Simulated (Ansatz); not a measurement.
# InAs: the cost of one run

Program: Ansatz 0.2.0. Level of theory: DFT PBE, scalar-relativistic, plane waves, PAW. These are calculated values, not measurements.

The COD entry's cell or inner coordinates are ideal or old and differ from later refinements, so a difference from it is no clean test against experiment.

1 further run of the same task is left out (set aside as unsound or not needed).

### Step 1. The structure to begin with

Symmetry: F-43m, No. 216, cubic system. Conventional cell: a = 6.186 Å, b = 6.186 Å, c = 6.186 Å, α = 90.00°, β = 90.00°, γ = 90.00°. Around In (site symmetry -43m) lie 4 As at 2.68 Å. As (site symmetry -43m) is surrounded by 4 In at 2.68 Å.

As a file:

```cif
data_structure
_symmetry_space_group_name_H-M 'P 1'
_symmetry_Int_Tables_number 1
_cell_length_a 4.3744
_cell_length_b 4.3744
_cell_length_c 4.3744
_cell_angle_alpha 60.000
_cell_angle_beta 60.000
_cell_angle_gamma 60.000
_cell_volume 59.19
loop_
_atom_site_label
_atom_site_type_symbol
_atom_site_fract_x
_atom_site_fract_y
_atom_site_fract_z
_atom_site_occupancy
In1 In 0.00000 0.00000 0.00000 1
As1 As 0.25000 0.25000 0.25000 1
```

This cell was relaxed beforehand with the same method: volume 29.59 Å³/atom, gap on the mesh none (metal).

### Step 2. Next: the ladder chain

A free-standing chain of the crystal's atoms, periodic along c. Atoms and period relax; energies count from the bulk, -5227.2346 eV an atom.

The cell holds 2 In, 2 As: a = 11.500 Å, b = 9.300 Å, c = 4.822 Å, α = 90.00°, β = 90.00°, γ = 90.00°.

### Step 3. The relaxation run

Pressure and volume refer to the whole cell with its vacuum; only the period along c may change.

Input file input.yaml:

```yaml
crystal:
  lattice:
    - [11.5, 0.0, 0.0]
    - [0.0, 9.3, 0.0]
    - [0.0, 0.0, 4.8217646608]
  atoms:
    - { symbol: In, position: [0.3899379806, 0.5, 0.0], spin: 0.5 }
    - { symbol: As, position: [0.3899379806, 0.5, 0.5], spin: 0.5 }
    - { symbol: As, position: [0.6100620194, 0.5, 0.0], spin: 0.5 }
    - { symbol: In, position: [0.6100620194, 0.5, 0.5], spin: 0.5 }
basis:
  ecutwfc: 420
kpoints:
  mp_grid: { grid: [1, 1, 14] }
hamiltonian:
  xc: pbe
scf:
  occupations: { method: gaussian, width: 0.05 }
output:
  forces: true
  stress: true
  eigenvalues: true
  populations: true
  write_density: true
  write_potential: true
  elf: true
  volumetric_format: npy
magnetization:
  spin_polarized: true
relax:
  adjacent_minimum: "off"
  f_tol: 0.01
  max_steps: 45
  cell: { fix: [a, b, alpha, beta, gamma], stress_tol: 0.03 }
```

The run is started by

```bash
> ansatz run input.yaml --threads 2 --pin off --max-ram 5120MiB --backend cpu --events-out ev --progress --plain --runs-dir out
```

Q: Estimate wall time and peak memory on 2 threads of AMD EPYC 7R13 (Zen 3), shared host.

About 2.3 min, with a peak of 1 GiB.
